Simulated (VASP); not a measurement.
# H (I4/mmm) in VASP: notebook

The runs below take H through single point, with PBE.

Program: VASP 6.6.1. These are calculated values, not measurements. Logs are shortened: lines on timing, memory, paths and dates and some standing lists are left out, and cuts for length are marked.

**1. Starting point**

Symmetry: I4/mmm, No. 139, tetragonal system. The conventional cell has a = 3.383 Å, b = 3.383 Å, c = 4.117 Å, α = 90.00°, β = 90.00°, γ = 90.00°. H (site symmetry 4mm) has 1 H at 0.74 Å as nearest neighbours.

**2. Single point, PBE**

Contents of INCAR:

```
SYSTEM = H
  PREC = Accurate
  ENCUT = 520
  EDIFF = 1E-6
  ISMEAR = 0
  SIGMA = 0.1
  LREAL = .FALSE.
  LASPH = .TRUE.
  NELM = 60
  ALGO = Fast
  ISIF = 2
  LWAVE = .FALSE.
  LCHARG = .FALSE.
  GGA = PE
  NBANDS = 8
```

Contents of KPOINTS:

```
Automatic mesh
0
G
  8 8 8
  0 0 0
```

Contents of POSCAR:

```
H
1.0
   -1.6915344700      1.6915344700      2.0584739900
    1.6915344700     -1.6915344700      2.0584739900
    1.6915344700      1.6915344700     -2.0584739900
H
2
Direct
    0.9098622900      0.9098622900      0.0000000000
    0.0901377100      0.0901377100      0.0000000000
```

Potentials or basis: VASP PAW PBE potentials, release 64 (H).

The run is started by

```console
> cat potpaw_PBE.64/H/POTCAR > POTCAR
> mpirun -np 1 vasp_std > vasp.out
```

OUTCAR:

```text
SYSTEM = H
   PREC = Accurate
   ENCUT = 520
   EDIFF = 1E-6
   ISMEAR = 0
   LREAL = .FALSE.
   LASPH = .TRUE.
   NELM = 60
   ISIF = 2
   GGA = PE

 ion  position               nearest neighbor table
   1  0.910  0.910  0.000-   2 0.74
   2  0.090  0.090  0.000-   1 0.74

  LATTYP: Found a body centered tetragonal cell.
 ALAT       =     3.3830689400
 C/A-ratio  =     1.2169270130

  Lattice vectors:

 A1 = (  -1.6915344700,   1.6915344700,   2.0584739900)
 A2 = (   1.6915344700,  -1.6915344700,   2.0584739900)
 A3 = (   1.6915344700,   1.6915344700,  -2.0584739900)

Analysis of symmetry for initial positions (statically):
=====================================================================
 Subroutine PRICEL returns:
 Original cell was already a primitive cell.

 Routine SETGRP: Setting up the symmetry group for a
 body centered tetragonal supercell.

 Subroutine GETGRP returns: Found 16 space group operations
 (whereof 16 operations were pure point group operations)
 out of a pool of 16 trial point group operations.

The static configuration has the point symmetry D_4h.

Analysis of symmetry for dynamics (positions and initial velocities):
=====================================================================
 Subroutine PRICEL returns:
 Original cell was already a primitive cell.

 Routine SETGRP: Setting up the symmetry group for a
 body centered tetragonal supercell.

 Subroutine GETGRP returns: Found 16 space group operations
 (whereof 16 operations were pure point group operations)
 out of a pool of 16 trial point group operations.

The dynamic configuration has the point symmetry D_4h.

 Subroutine INISYM returns: Found 16 space group operations
 (whereof 16 operations are pure point group operations),
 and found     1 'primitive' translations

----------------------------------------------------------------------------------------

                                     Primitive cell

  volume of cell :      23.5596

  direct lattice vectors                    reciprocal lattice vectors
    -1.691534470  1.691534470  2.058473990     0.000000000  0.295589602  0.242898381
     1.691534470 -1.691534470  2.058473990     0.295589602  0.000000000  0.242898381
     1.691534470  1.691534470 -2.058473990     0.295589602  0.295589602  0.000000000

  length of vectors
     3.155929799  3.155929799  3.155929799     0.382587031  0.382587031  0.418026823

  position of ions in fractional coordinates (direct lattice)
     0.909862290  0.909862290  0.000000000
     0.090137710  0.090137710  0.000000000

  ion indices of the primitive-cell ions
   primitive index   ion index
                 1           1
                 2           2

----------------------------------------------------------------------------------------

 KPOINTS: Automatic mesh

Automatic generation of k-mesh.
 Grid dimensions read from file:
 generate k-points for:    8    8    8

 Generating k-lattice:

  Cartesian coordinates                     Fractional coordinates (reciprocal lattice)
     0.000000000  0.036948700  0.030362298     0.125000000  0.000000000  0.000000000
     0.036948700  0.000000000  0.030362298     0.000000000  0.125000000  0.000000000
     0.036948700  0.036948700  0.000000000     0.000000000  0.000000000  0.125000000

  Length of vectors
     0.047823379  0.047823379  0.052253353

  Shift w.r.t. Gamma in fractional coordinates (k-lattice)
     0.000000000  0.000000000  0.000000000

 Subroutine IBZKPT returns following result:
 ===========================================

 Found     59 irreducible k-points:

 Following reciprocal coordinates:
            Coordinates               Weight
  0.000000  0.000000  0.000000      1.000000
  0.125000  0.000000  0.000000      8.000000
  0.250000  0.000000  0.000000      8.000000
  0.375000 -0.000000  0.000000      8.000000
  0.500000  0.000000  0.000000      4.000000
  0.125000  0.125000  0.000000      8.000000
[... 16 lines left out ...]
  0.250000  0.125000  0.125000     16.000000
  0.375000  0.125000  0.125000      8.000000
 [... further k-points ...]
   k-points           NKPTS =     59   k-points in BZ     NKDIM =     59   number of bands    NBANDS=      8
   number of dos      NEDOS =    301   number of ions     NIONS =      2
   total plane-waves  NPLWV =  13824
   dimension x,y,z NGX =    24 NGY =   24 NGZ =   24
   dimension x,y,z NGXF=    48 NGYF=   48 NGZF=   48
   ions per type =               2
   NGX,Y,Z   is equivalent  to a cutoff of  12.64, 12.64, 12.64 a.u.
   NGXF,Y,Z  is equivalent  to a cutoff of  25.29, 25.29, 25.29 a.u.
 SYSTEM =  H
   PREC   = accura    normal or accurate (medium, high low for compatibility)
   ISTART =      0    job   : 0-new  1-cont  2-samecut
   ICHARG =      2    charge: 1-file 2-atom 10-const
   ISPIN  =      1    spin polarized calculation?
   LNONCOLLINEAR =      F non collinear calculations
   LSORBIT =      F    spin-orbit coupling
   LASPH  =      T    aspherical Exc in radial PAW
   ENCUT  =  520.0 eV  38.22 Ry    6.18 a.u.   5.87  5.87  5.87*2*pi/ulx,y,z
   NELM   =     60;   NELMIN=  2; NELMDL= -5     # of ELM steps
   EDIFF  = 0.1E-05   stopping-criterion for ELM
   LREAL  =      F    real-space projection
   EDIFFG = 0.1E-04   stopping-criterion for IOM
   NSW    =      0    number of steps for IOM
   IBRION =     -1    ionic relax: 0-MD 1-quasi-New 2-CG
   NFREE  =      0    steps in history (QN), initial steepest desc. (CG)
   ISIF   =      2    stress and relaxation
   ISYM   =      2    0-nonsym 1-usesym 2-fastsym
   POTIM  = 0.5000    time-step for ionic-motion
   TEBEG  =    0.0;   TEEND  =   0.0 temperature during run
   PSTRESS=    0.0 pullay stress
   NELECT =       2.0000    total number of electrons
   NUPDOWN=      -1.0000    fix difference up-down
   EMIN   =  10.00;   EMAX   =-10.00  energy-range for DOS
   EFERMI =   0.00;   METHOD = LEGACY
   ISMEAR =     0;   SIGMA  =   0.10  broadening in eV -4-tet -1-fermi 0-gaus
   EFERMI_NEDOS =   21; number of points for ismear=-14 and -15
   IALGO  =     68    algorithm
   IMIX   =      4    mixing-type and parameters
     AMIX     =   0.40;   BMIX     =  1.00
     AMIX_MAG =   1.60;   BMIX_MAG =  1.00
  volume/ion in A,a.u.               =      11.78        79.49
  Fermi-wavevector in a.u.,A,eV,Ry     =   0.719497  1.359653  7.043413  0.517676
  Thomas-Fermi vector in A             =   1.808708
   LORBIT       =      0    0 simple, 1 ext, 2 COOP (PROOUT), +10 PAW based schemes
   GGA     = PE    functional components
   LHFCALC =     F    Hartree Fock is set to
   AEXX    =    0.0000 exact exchange contribution
   IVDW    =     0    specifies the selected vdW correction
   LEPSILON=     F    determine dielectric tensor
   LRPA    =     F    only Hartree local field effects (RPA)
 non-spin polarized calculation
 RMM-DIIS sequential band-by-band and
 Gauss-broadening in eV      SIGMA  =   0.10
  energy-cutoff  :      520.00
  volume of cell :       23.56
 maximum number of plane-waves:       648
   NGX = 11   NGY = 11   NGZ = 11

 number of electron       2.0000000 magnetization

 Free energy of the ion-electron system (eV)
  ---------------------------------------------------
  ext. energy  EPLUGINS =         0.00000000
  ---------------------------------------------------
  free energy    TOTEN  =        -6.78117795 eV

  energy without entropy =       -6.78117795  energy(sigma->0) =       -6.78117795

 E-fermi :  -7.6616     XC(G=0):  -5.3456

 val. band max:       -8.1556349614   @ k =   0.5000   0.5000   0.5000
 cond. band min:       0.7794488638   @ k =   0.5000   0.0000   0.0000
 fundamental gap:      8.9350838252
 Fermi energy:        -7.6615618347

 k-point     1 :       0.0000    0.0000    0.0000
  band No.  band energies     occupation
      1     -10.5217      2.00000
      2       5.4442      0.00000
      3       8.9332      0.00000
      4      15.3812      0.00000
      5      15.3812      0.00000
      6      17.4524      0.00000
      7      17.4524      0.00000
      8      18.9773      0.00000

 k-point     2 :       0.1250    0.0000    0.0000
  band No.  band energies     occupation
      1     -10.3351      2.00000
      2       4.6075      0.00000
      3       9.2545      0.00000
      4      13.6842      0.00000
      5      14.3207      0.00000
      6      17.8214      0.00000
      7      18.0976      0.00000
      8      18.7434      0.00000

 k-point     3 :       0.2500    0.0000    0.0000
  band No.  band energies     occupation
      1      -9.8369      2.00000
      2       2.9413      0.00000
      3       9.4878      0.00000
      4      11.5727      0.00000
      5      13.1192      0.00000
      6      16.6994      0.00000
      7      17.6357      0.00000
      8      19.6135      0.00000

 k-point     4 :       0.3750   -0.0000    0.0000
  band No.  band energies     occupation
      1      -9.2464      2.00000
      2       1.4144      0.00000
      3       9.0999      0.00000
      4      10.7518      0.00000
      5      12.3962      0.00000
      6      15.5048      0.00000
      7      17.2268      0.00000
      8      19.3256      0.00000

 k-point     5 :       0.5000    0.0000    0.0000
  band No.  band energies     occupation
      1      -8.9631      2.00000
      2       0.7794      0.00000
      3       8.8073      0.00000
      4      10.6340      0.00000
      5      12.1617      0.00000
      6      15.0847      0.00000
      7      17.6865      0.00000
      8      18.0629      0.00000
[... 177 lines left out ...]
 k-point    22 :       0.1250    0.1250    0.1250
  band No.  band energies     occupation
      1      -9.5132      2.00000
      2       2.7195      0.00000
      3       8.1997      0.00000
      4       9.0623      0.00000
      5      13.5271      0.00000
      6      16.6722      0.00000
      7      17.6843      0.00000
      8      21.6972      0.00000

 k-point    23 :       0.2500    0.1250    0.1250
  band No.  band energies     occupation
      1      -9.0293      2.00000
      2       1.8672      0.00000
      3       6.8904      0.00000
      4       7.9471      0.00000
      5      14.2381      0.00000
      6      16.1533      0.00000
      7      20.3000      0.00000
      8      20.8341      0.00000

 k-point    24 :       0.3750    0.1250    0.1250
  band No.  band energies     occupation
      1      -8.8063      2.00000
      2       1.5327      0.00000
      3       6.1911      0.00000
      4       7.7179      0.00000
      5      15.1938      0.00000
      6      15.2705      0.00000
      7      20.2130      0.00000
      8      22.3680      0.00000

 [... further k-points ...]

------------------------ aborting loop because EDIFF is reached ----------------------------------------

  FORCE on cell =-STRESS in cart. coord.  units (eV):
  Direction    XX          YY          ZZ          XY          YZ          ZX
  --------------------------------------------------------------------------------------
  -------------------------------------------------------------------------------------
  Total        0.0259371      0.0259371      0.2210831      0.0000000      0.0000000      0.0000000
  in kB        1.7638661      1.7638661     15.0348468      0.0000000      0.0000000      0.0000000
  external PRESSURE =       6.1875263 kB  Pullay stress =       0.0000000 kB

 VOLUME and BASIS-vectors are now :
 -----------------------------------------------------------------------------
  energy-cutoff  :      520.00
  volume of cell :       23.56
      direct lattice vectors                 reciprocal lattice vectors
    -1.691534470  1.691534470  2.058473990     0.000000000  0.295589602  0.242898381
     1.691534470 -1.691534470  2.058473990     0.295589602  0.000000000  0.242898381
     1.691534470  1.691534470 -2.058473990     0.295589602  0.295589602  0.000000000

 POSITION                                       TOTAL-FORCE (eV/Angst)
 -----------------------------------------------------------------------------------
      0.00000      0.00000      3.74586        -0.000000     -0.000000     -0.263200
      0.00000      0.00000      0.37109         0.000000      0.000000      0.263200
 -----------------------------------------------------------------------------------
    total drift:                               -0.000000      0.000000      0.000000

  FREE ENERGIE OF THE ION-ELECTRON SYSTEM (eV)
  ---------------------------------------------------
  free  energy   TOTEN  =        -6.7811779453 eV

  energy  without entropy=       -6.7811779453  energy(sigma->0) =       -6.78117795
```

It took 5.8 s on 1 thread of Intel Xeon 6975P-C (Granite Rapids), shared host; peak memory 0.13 GiB.

Results:

* Free energy: -6.7812 eV
* Pressure: 0.6 GPa
* Largest force: 0.263 eV/Å
* Band gap on the k mesh: 8.94 eV, indirect (least direct gap 9.74 eV)

Forces on the atoms (eV/Å):
```
H    0.000  0.000 -0.263
H    0.000  0.000  0.263
```

Levels at points of the mesh, in eV from the valence-band top:
| k point | band 1 | band 2 | band 3 | band 4 | band 5 |
| --- | --- | --- | --- | --- | --- |
| (0.00, 0.00, 0.00) | -2.37 | 13.60 | 17.09 | 23.54 | 23.54 |
| (0.50, 0.00, 0.00) | -0.81 | 8.94 | 16.96 | 18.79 | 20.32 |
| (0.50, 0.50, 0.00) | -0.60 | 10.71 | 14.06 | 16.26 | 19.03 |
| (0.50, 0.50, 0.50) | 0.00 | 10.15 | 15.58 | 16.15 | 16.15 |

A k mesh can miss the band edges.

**3. Single point, PBE**

This run uses another cell than the first one, of 15.73 Å³/atom, 1.335 times its volume.

Contents of INCAR:

```
PREC     = Accurate       # precision mode
ENCUT    = 520            # plane-wave cutoff, eV
EDIFF    = 1E-6           # SCF threshold, eV
ISMEAR   = 0              # smearing method
SIGMA    = 0.02           # smearing width, eV
LREAL    = F              # projectors in reciprocal space
LASPH    = T              # aspherical terms in the spheres
NELM     = 60             # most SCF steps
ALGO     = Normal         # electronic algorithm
ISIF     = 2              # what is computed and relaxed
LWAVE    = F              # write WAVECAR
LCHARG   = F              # write CHGCAR
GGA      = PE             # functional
NBANDS   = 8              # bands
```

Contents of KPOINTS:

```
regular mesh
0
Gamma
  8 8 8
```

Contents of POSCAR:

```
H
1.0
   -1.8548956655      1.8548956655      2.2855897866
    1.8548956655     -1.8548956655      2.2855897866
    1.8548956655      1.8548956655     -2.2855897866
H
2
Direct
    0.9178920220      0.9178920220      0.0000000000
    0.0821079780      0.0821079780      0.0000000000
```

Potentials or basis: VASP PAW PBE potentials, release 64 (H).

The run is started by

```console
> cat potpaw_PBE.64/H/POTCAR > POTCAR
> mpirun -np 1 vasp_std > vasp.out
```

Wall time 9 s (1 thread of Intel Xeon Platinum 8559C (Emerald Rapids), shared host); peak memory 0.14 GiB.

Results (log left out):

```
Free energy            : -6.7898 eV
Pressure               : -0.1 GPa
Largest force          : 0.009 eV/Å
Band gap on the k mesh : 9.28 eV, indirect (least direct gap 9.75 eV)
```

Forces on the atoms (eV/Å):
```
H    0.000  0.000  0.009
H    0.000  0.000 -0.009
```

Levels at points of the mesh, in eV from the valence-band top:
```
           k point  band 1  band 2  band 3  band 4  band 5
(0.00, 0.00, 0.00)   -1.41   12.13   15.70   21.07   21.07
(0.50, 0.00, 0.00)   -0.47    9.28   15.48   17.12   18.58
(0.50, 0.50, 0.00)   -0.34   10.77   13.30   15.09   17.40
(0.50, 0.50, 0.50)    0.00   10.13   14.81   15.25   15.25
```
